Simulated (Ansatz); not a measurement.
**TiSi in Ansatz: convergence with ecutfock ratio**

Input of the first run (ecutfock ratio 1); the others differ in this setting and in those tied to it:

File input.yaml:

```yaml
crystal:
  lattice:
    - [1.816178, -2.117624, 0.0]
    - [1.816178, 2.117624, 0.0]
    - [0.0, 0.0, 3.803934]
  atoms:
    - { symbol: Ti, position: [0.5, 0.5, 0.0] }
    - { symbol: Si, position: [0.0, 0.0, 0.5] }
hamiltonian:
  xc: pbe0
  pseudopotentials: { kind: paw }
kpoints:
  mp_grid: { grid: [5, 5, 4] }
scf:
  occupations: { method: gaussian, width: 0.1 }
  exx: { ecutfock_ratio: 1 }
output:
  forces: true
  stress: true
  eigenvalues: true
```

Potentials or basis: Ansatz PAW.

The run is started by

```bash
$ ansatz run input.yaml --threads 2 --pin off --max-ram 5632MiB --backend cpu --events-out ev --progress --plain --runs-dir out
```

The cell comes from a database or a generator and needn't be the stable form of this composition.

Hardware: 2 threads of Arm Neoverse V1 (shared host).

| ecutfock ratio | energy less the tightest run, at zero smearing (meV/atom) | SCF cycles | CPU time (s) | peak memory (GiB) |
| --- | --- | --- | --- | --- |
| 1 | 4.73 | 36 | 23 | 0.59 |
| 2 | -0.02 | 36 | 25 | 0.63 |
| 3 | 0.00 | 36 | 29 | 0.71 |
| 4 | 0.00 | 36 | 28 | 0.71 |

Against the tightest run, the energy stays within 1 meV/atom from 2 on. The tightest run that finished is the yardstick and may itself not be fully converged.

Caveat, for the tightest run too: the k mesh is coarse (spacing up to 0.46 Å⁻¹), so the values aren't converged, least of all with exact exchange.
